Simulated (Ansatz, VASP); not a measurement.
**Cross-check of InAs between VASP and Ansatz**

One calculation is typed for both programs; each brings its own data sets and cutoff. How far apart do they land? The cell is taken from a series of VASP runs on this material, whose earlier steps may have relaxed, scaled or displaced it; both programs get it as it stands.

Main program and level: Ansatz 0.2.0; plane waves, with VASP 6.6.1 beside it; band structure at HSE06, spin-orbit coupling.

## Step 1: The starting structure

Symmetry: F-43m, No. 216, cubic system. The conventional cell has a = 6.058 Å, b = 6.058 Å, c = 6.058 Å, α = 90.00°, β = 90.00°, γ = 90.00°. Nearest to In lie 4 As at 2.62 Å. Nearest to As lie 4 In at 2.62 Å. Farther neighbours are not listed.

Coordinates:

```cif
data_structure
_symmetry_space_group_name_H-M 'F-43m'
_symmetry_Int_Tables_number 216
_cell_length_a 6.0580
_cell_length_b 6.0580
_cell_length_c 6.0580
_cell_angle_alpha 90.000
_cell_angle_beta 90.000
_cell_angle_gamma 90.000
_cell_volume 222.32
loop_
_atom_site_label
_atom_site_type_symbol
_atom_site_symmetry_multiplicity
_atom_site_Wyckoff_symbol
_atom_site_fract_x
_atom_site_fract_y
_atom_site_fract_z
_atom_site_occupancy
In1 In 4 a 0.00000 0.00000 0.00000 1
As1 As 4 c 0.25000 0.25000 0.25000 1
```

## Step 2: Ansatz: band structure, HSE06, spin-orbit coupling

Ansatz runs on its fully relativistic PAW (standard-fr) files.

Levels along a path test the potential and the projectors away from the mesh points.

input.yaml

```yaml
crystal:
  lattice:
    - [0.0, 3.029, 3.029]
    - [3.029, 0.0, 3.029]
    - [3.029, 3.029, 0.0]
  atoms:
    - { symbol: In, position: [0.0, 0.0, 0.0] }
    - { symbol: As, position: [0.75, 0.75, 0.75] }
hamiltonian:
  xc: { exchange: pbe, correlation: pbe, exx: { coeff: 0.25, omega: 0.2 } }
  pseudopotentials: { kind: paw_fr }
magnetization:
  noncollinear: true
  spin_orbit: true
kpoints:
  mp_grid: { grid: [4, 4, 4] }
  band_path:
    path:
      - [0.0, 0.0, 0.0]
      - [0.5, 0.0, 0.5]
      - [0.5, 0.22222, 0.72222]
      - [0.40278, 0.34722, 0.75]
      - [0.125, 0.125, 0.25]
      - [0.27778, 0.27778, 0.27778]
      - [0.55556, 0.38889, 0.55556]
      - [0.58333, 0.25, 0.66667]
      - [0.5, 0.30556, 0.69444]
      - [0.48611, 0.48611, 0.52778]
      - [0.625, 0.25, 0.625]
      - [0.5, 0.0, 0.5]
    npoints: 1
scf:
  occupations: { method: gaussian, width: 0.03 }
  n_extra_bands: 14
output:
  forces: true
  stress: true
  eigenvalues: true
  write_density: true
  write_potential: true
  elf: true
  volumetric_format: npy
```

The run is started by

```bash
ansatz run input.yaml --threads 4 --pin off --max-ram 9216MiB --backend cpu --events-out ev --progress --plain --runs-dir out
```

Numbers of over 12 decimals in the logs are rounded to 6 here.

The log of the run:

```text
Warning: output.stress: scf.convergence.dr2_threshold = 1e-7 eV (the SCF's general default) is looser than the 2e-10 eV advised for a printed stress (1e-10 eV for each atom of the cell: 2). What an SCF threshold leaves in a stress goes as its square root, and in the free energy as the threshold itself, and one threshold admits the most on a small cell: [figures from the program's tests cut] Set scf.convergence.dr2_threshold to 2e-10 eV or tighter. The threshold is an SCF's pass mark: one that does not reach it within its budget of iterations ends unconverged, or closes short of it on a stop that the run arms, and scf.convergence.dr2_threshold's page says what that costs each kind of run
Warning: output.stress: scf.exx.energy_threshold = 1e-6 eV is looser than the 2e-8 eV advised for a stress under a hybrid functional (1e-8 eV for each atom of the cell: 2). Every SCF of the exchange loop can meet its threshold on dr2 while the loop round them stops early: no threshold on dr2 bounds what that leaves in the stress. Set scf.exx.energy_threshold to 2e-8 eV or tighter. The threshold is the loop's pass mark: a loop that does not reach it within its budget of cycles ends unconverged, and scf.exx.energy_threshold's page has the law
scf.n_extra_bands = 14 over 28 filled bands (N_el = 28.0): the run solves 42 bands
Engine: ansatz 0.2.0, x86_64-unknown-linux-gnu
Pseudopotentials: kind: paw_fr
Pseudopotential: In, paw_fr, valence charge 13, recommended cutoff 420 eV (normal), In.paw.azcp#standard-fr
Pseudopotential: As, paw_fr, valence charge 15, recommended cutoff 420 eV (normal), As.paw.azcp#standard-fr
Functional definition: unnamed
  parameter a_1 = 0.25
  parameter omega_1 = 0.2/angstrom
  exchange = pbe_x + (-a_1)*pbe_x_sr(omega_1) + a_1*exact_x_sr(omega_1)
  correlation = pbe_c
non-collinear run that drives no moment, with spin-orbit: no starting moment large enough to seed its density (crystal.atoms[].spin), no starting occupations that ask for one, no magnetisation constraint and no magnetic field, so the semilocal B_xc is pinned to zero
Crystal: 2 atoms, lattice volume = 55.581 Å³
Basis set: ecut = 420 eV, 1067 PW (Γ), exchange–correlation on 60×60×60 points (8 copies of the dense FFT grid, shifted against one another)
Bands: 42, of which v1, the nominal top of the filled ones, is band 28 counted from 1 (27 counted from 0)
Symmetry: 24 space group operations + 24 with time reversal
Magnetic group: BNS 216.75 (UNI 1577), of the structure as read, at distance tolerance 3.8e-5 Å
k-points: 8 of 64 (time reversal used)
Projection manifold: j_resolved (fully-relativistic pseudo-atomic orbitals)
Non-local potential: In, projectors of the file, l = 0: 2, l = 1: 4, l = 2: 4, l = 3: 4
Non-local potential: As, projectors of the file, l = 0: 2, l = 1: 4, l = 2: 6, l = 3: 2
PAW form: soft (Blöchl's): semilocal exchange-correlation on the pseudo side does not see the compensation charge
PAW frozen core: In, regenerated for the run's functional, and the local potential with it (the file was generated under x = pbe(κ = 0.804, μ = 0.219515), c = pbe(β = 0.066725))
PAW frozen core: As, regenerated for the run's functional, and the local potential with it (the file was generated under x = pbe(κ = 0.804, μ = 0.219515), c = pbe(β = 0.066725))
PAW one-centre angular grid: In, 590 points (default); XC on 96 Gauss nodes
PAW one-centre angular grid: As, 590 points (default); XC on 187 of its mesh's 2695 points in the sphere
Initial density: superposition of atomic densities (chi_scale 0.1, normalization cell, long waves kept (reshape's long-wave potential 0.00 eV rms))
Initial wavefunctions: pseudopotential atomic-orbital guess
Functional: x = pbe(κ = 0.804, μ = 0.219515), c = pbe(β = 0.066725), warm-up for x = pbe(κ = 0.804, μ = 0.219515) + 0.25 (exact − pbe) at short range (hse, ω = 0.2 Å⁻¹), c = pbe(β = 0.066725)
SCF iter   1: F=—  HF=-10456.399362 eV  |F-HF|=—  |Δ(HF+E_count)|=         —  Δρ=3.05e-2  dr2=4.23e-1  dr2_m=0.00e0 (ungated)  ethr=1.00e-1  |M|=0.00e0 ∫|m|=0.00e0 μB  |m|>n=0.0e0 m-floor=0.0e0 τ_xc=0.0e0  β_m=0.30  ⟨swp⟩=6.1  Hψ=1229  notcnv=0
preconditioner: auto → Kerker (q_TF=auto, 2.434 Å⁻¹)  [metal: Δε(μ)=0.000 eV  Ē_g=17.111 eV  σ=0.030 eV  W_gap=0.01  n_scr=14 (ndim 8)  ℏωp=21.1 eV  f_vac=0.008  D(μ)=1.18/eV (n_scr^D=8)]
spin=Noncollinear: Kerker preconditioning applied to the charge; magnetization (m_x, m_y, m_z) channels mix plain (no charge-response kernel on spin).
SCF iter   2: F=—  HF=-10456.389633 eV  |F-HF|=—  |Δ(HF+E_count)|=   9.73e-3  Δρ=2.37e-2  dr2=2.79e-1  dr2_m=0.00e0 (ungated)  ethr=1.51e-3  |M|=0.00e0 ∫|m|=0.00e0 μB  |m|>n=0.0e0 m-floor=0.0e0 τ_xc=0.0e0  β_m=0.65  ⟨swp⟩=4.4  Hψ=776  notcnv=0  defer=10
iter 3 solved again at ethr=4.88e-5 eV; its pass at ethr=9.96e-4 eV (dr2=1.37e-2 eV) is discarded
SCF iter   3: F=—  HF=-10456.343812 eV  |F-HF|=—  |Δ(HF+E_count)|=   4.58e-2  Δρ=3.64e-3  dr2=1.35e-2  dr2_m=0.00e0 (ungated)  ethr=4.88e-5  |M|=0.00e0 ∫|m|=0.00e0 μB  |m|>n=0.0e0 m-floor=0.0e0 τ_xc=0.0e0  β_m=0.74  ⟨swp⟩=4.6  Hψ=1492  notcnv=0  defer=18
[...]
Frozen-core exchange: fock
[...]
preconditioner: auto → none  [insulator: Δε(μ)=0.256 eV  Ē_g=19.123 eV  σ=0.030 eV  W_gap=1.00  n_scr=14 (ndim 8)  ℏωp=21.1 eV  f_vac=0.105  D(μ)=0.00/eV (n_scr^D=0)]
[...]
SCF iter   4: F=—  HF=-10456.860028 eV  |F-HF|=—  |Δ(HF+E_count)|=   8.25e-6  Δρ=1.84e-4  dr2=1.09e-3  dr2_m=0.00e0 (ungated)  ethr=1.06e-6  |M|=0.00e0 ∫|m|=0.00e0 μB  |m|>n=0.0e0 m-floor=0.0e0 τ_xc=0.0e0  β_m=0.55  ⟨swp⟩=3.6  Hψ=640  notcnv=0
SCF iter   5: F=—  HF=-10456.870915 eV  |F-HF|=—  |Δ(HF+E_count)|=   1.09e-2  Δρ=7.89e-4  dr2=2.26e-4  dr2_m=0.00e0 (ungated)  ethr=4.47e-8  |M|=0.00e0 ∫|m|=0.00e0 μB  |m|>n=0.0e0 m-floor=0.0e0 τ_xc=0.0e0  β_m=0.55  ⟨swp⟩=5.0  Hψ=1280  notcnv=0
SCF iter   6: F=—  HF=-10456.870844 eV  |F-HF|=—  |Δ(HF+E_count)|=   7.03e-5  Δρ=7.25e-5  dr2=2.00e-5  dr2_m=0.00e0 (ungated)  ethr=4.47e-8  |M|=0.00e0 ∫|m|=0.00e0 μB  |m|>n=0.0e0 m-floor=0.0e0 τ_xc=0.0e0  β_m=0.61  ⟨swp⟩=4.0  Hψ=804  notcnv=0
SCF iter   7: F=-10456.870979 eV  HF=-10456.870983 eV  |F-HF|=4.09e-6  |Δ(HF+E_count)|=   1.39e-4  Δρ=1.25e-4  dr2=7.22e-6  dr2_m=0.00e0 (ungated)  ethr=3.87e-9  |M|=0.00e0 ∫|m|=0.00e0 μB  |m|>n=0.0e0 m-floor=0.0e0 τ_xc=0.0e0  ⟨swp⟩=5.1  Hψ=1177  notcnv=0  defer=2
SCF 2 stopped early in 7 iterations: F = -10456.870979 eV  dr2 = 7.22e-6
hybrid outer 1: dexx = +1.245e-2 eV, tail = 8.03e-5 eV
Projection manifold: j_resolved (fully-relativistic pseudo-atomic orbitals)
Exchange kernel: α = 0.2500, screened, ω = 0.2000 Å⁻¹, Wigner–Seitz truncation, v(0) = 1113.5170 eV·Å³, q-mesh 4×4×4, nearest image of the exchange supercell L = 17.13 Å, pair-density grid 18×18×18, without the augmentation charges, whose exchange is taken in its separable form by FFT convolution over the k-point mesh (sized by the pseudopotential files, 24×24×24 at the most), smooth part of the exact exchange by density-matrix convolution
Frozen-core exchange: fock
SCF iter   1: F=—  HF=-10456.871163 eV  |F-HF|=—  |Δ(HF+E_count)|=         —  Δρ=6.86e-5  dr2=2.51e-6  dr2_m=0.00e0 (ungated)  ethr=1.43e-6  |M|=0.00e0 ∫|m|=0.00e0 μB  |m|>n=0.0e0 m-floor=0.0e0 τ_xc=0.0e0  β_m=0.30  ⟨swp⟩=5.6  Hψ=730  notcnv=0
preconditioner: auto → none  [insulator: Δε(μ)=0.445 eV  Ē_g=19.109 eV  σ=0.030 eV  W_gap=1.00  n_scr=14 (ndim 8)  ℏωp=21.1 eV  f_vac=0.107  D(μ)=0.00/eV (n_scr^D=0)]
SCF iter   2: F=—  HF=-10456.871163 eV  |F-HF|=—  |Δ(HF+E_count)|=   1.78e-7  Δρ=2.55e-5  dr2=1.45e-6  dr2_m=0.00e0 (ungated)  ethr=4.34e-9  |M|=0.00e0 ∫|m|=0.00e0 μB  |m|>n=0.0e0 m-floor=0.0e0 τ_xc=0.0e0  β_m=0.65  ⟨swp⟩=4.0  Hψ=1008  notcnv=0
SCF iter   3: F=—  HF=-10456.871163 eV  |F-HF|=—  |Δ(HF+E_count)|=   5.13e-8  Δρ=5.65e-6  dr2=1.28e-6  dr2_m=0.00e0 (ungated)  ethr=6.78e-10  |M|=0.00e0 ∫|m|=0.00e0 μB  |m|>n=0.0e0 m-floor=0.0e0 τ_xc=0.0e0  β_m=0.73  ⟨swp⟩=3.0  Hψ=620  notcnv=0
SCF iter   4: F=—  HF=-10456.871194 eV  |F-HF|=—  |Δ(HF+E_count)|=   3.13e-5  Δρ=1.33e-5  dr2=1.17e-7  dr2_m=0.00e0 (ungated)  ethr=5.06e-11  |M|=0.00e0 ∫|m|=0.00e0 μB  |m|>n=0.0e0 m-floor=0.0e0 τ_xc=0.0e0  β_m=0.73  ⟨swp⟩=5.4  Hψ=1260  notcnv=0  defer=4
SCF iter   5: F=—  HF=-10456.871194 eV  |F-HF|=—  |Δ(HF+E_count)|=   4.91e-8  Δρ=3.05e-6  dr2=1.49e-8  dr2_m=0.00e0 (ungated)  ethr=5.06e-11  |M|=0.00e0 ∫|m|=0.00e0 μB  |m|>n=0.0e0 m-floor=0.0e0 τ_xc=0.0e0  β_m=0.80  ⟨swp⟩=4.0  Hψ=901  notcnv=0
SCF iter   6: F=-10456.871194 eV  HF=-10456.871194 eV  |F-HF|=6.37e-11  |Δ(HF+E_count)|=  9.77e-10  Δρ=4.00e-7  dr2=1.14e-8  dr2_m=0.00e0 (ungated)  ethr=1.27e-11  |M|=0.00e0 ∫|m|=0.00e0 μB  |m|>n=0.0e0 m-floor=0.0e0 τ_xc=0.0e0  ⟨swp⟩=2.6  Hψ=585  notcnv=0
SCF 3 converged in 6 iterations: F = -10456.871194 eV  dr2 = 1.14e-8
  Residual-converged pass: ⟨swp⟩=2.8  Hψ=613  notcnv=0  max |occ|·‖R‖ = 2.3e-6 eV (tolerance 2.4e-6 eV)  dr2=1.13e-8  dr2_m=0.00e0 (ungated)  dr2_onsite=3.10e-11  max |Δocc| = 3.9e-34
hybrid outer 2: dexx = +9.428e-7 eV, tail = 3.88e-8 eV, Δε = 3.05e-3 eV (about 1.34e-4 eV left of the loop's levels)
NSCF: frozen V_eff on 12 k-points
hybrid SCF converged: 2 outer / 13 inner (+12 warm-up), last move |dexx| = 9.43e-7 eV, tail = 3.88e-8 eV
Magnetization: |M| = 0.0000 μB,  M = (+0.0000, +0.0000, +0.0000) μB
Absolute magnetization: 0.0000 μB (∫|m|)
  site 0: m = (+0.0000, +0.0000, +0.0000) μB, |m| = 0.0000 μB  (R = 1.08 Å)
  site 1: m = (+0.0000, +0.0000, +0.0000) μB, |m| = 0.0000 μB  (R = 1.08 Å)
Free energy (F): -10456.871194 eV
Frozen-core exchange: fock
Harris-Foulkes:  -10456.871194 eV  (|F-HF|=6.37e-11)
Internal energy: -10456.871194 eV  (E = F + TS)
E sigma→0 (E₀):  -10456.871194 eV
Fermi energy:    7.739243 eV
--- Per-component energies (eV) ---
  E_band       = -379.092838
  E_kinetic    = 346.785647
  E_local      = -3285.309088  (includes V_loc(G=0)·N_el)
  E_nonlocal   = -303.058009
  E_hartree    = 1592.264286
  E_xc         = -234.398984
  E_vxc        = -142.581144  (∫ρ·V_xc dr)
  E_exx        = -94.043602  (= α·E_x^exact, valence–valence)
  E_paw        = -5960.249267  (= ΣΔE_a)
  E_vpaw       = 8.628181  (= ΣTr[D̂ρ^β])
  E_aug_tail   = 0.000035  (compensation charges beyond the density's cutoff)
  E_ewald      = -2518.619559
  E_core_change = -0.242652  (= ΣΔE_core)
  E_smearing   = -0.000000  (= −TS)
  E_closure    = -0.000002  (closes the sum)
  Σ components = -10456.871194   (vs F -10456.871194, Δ=0.00e0)
--- Forces (eV/Å), atoms counted from 1 ---
  atom   1  In    -0.00000000    -0.00000000     0.00000000
  atom   2  As     0.00000000    -0.00000000    -0.00000000
  max |Σ_I F_I| component: 2.22e-16 eV/Å
--- Stress (GPa, compression-positive) ---
        1.602538      -0.000000      -0.000000
        0.000000       1.602538       0.000000
       -0.000000       0.000000       1.602538
  P = ⅓ Tr σ = 1.6025 GPa (16.025 kbar)
--- Band table (eV; the first three rows and the last of 8) ---
  k-point 0: bands = [... 24 lower, 7.5163, 7.5163, 7.5163, 7.5163, 7.9606, 7.9606, 11.7484, 11.7484, ... 10 higher]
  k-point 1: bands = [... 24 lower, 6.6419, 6.6419, 6.9054, 6.9176, 9.3667, 9.3667, 12.6823, 12.6823, ... 10 higher]
  k-point 2: bands = [... 24 lower, 6.1802, 6.1802, 6.4574, 6.4574, 9.0651, 9.0651, 12.7653, 12.7653, ... 10 higher]
  k-point 7: bands = [... 24 lower, 4.1463, 4.2446, 4.2603, 4.3889, 12.3490, 12.3995, 12.5103, 12.6159, ... 10 higher]
```

Wall time 1.7 min (4 threads of Intel Xeon Platinum 8488C (Sapphire Rapids), shared host); peak memory 1.3 GiB; 6 min of CPU time.

In the SCF lines HF is the Harris–Foulkes energy and dr2 the Hartree energy of the density residual, in eV; the loop may stop once dr2 is under the threshold and the program's other checks hold. Hψ counts applications of the Hamiltonian.

[end of part 1 of 2]

[Lines on the potential files, build, host, timing and source positions are cut from VASP's logs without a mark.]

[Logs are printed without paths, hosts, clocks, repeated set-up lines and the standing remarks that a program may print on its own settings, such as how far it seeks lower states.]

[Hosts, paths, dates, database ids (printed as entryN), source tags and the programs' standing remarks are cut or masked in the printed files.]
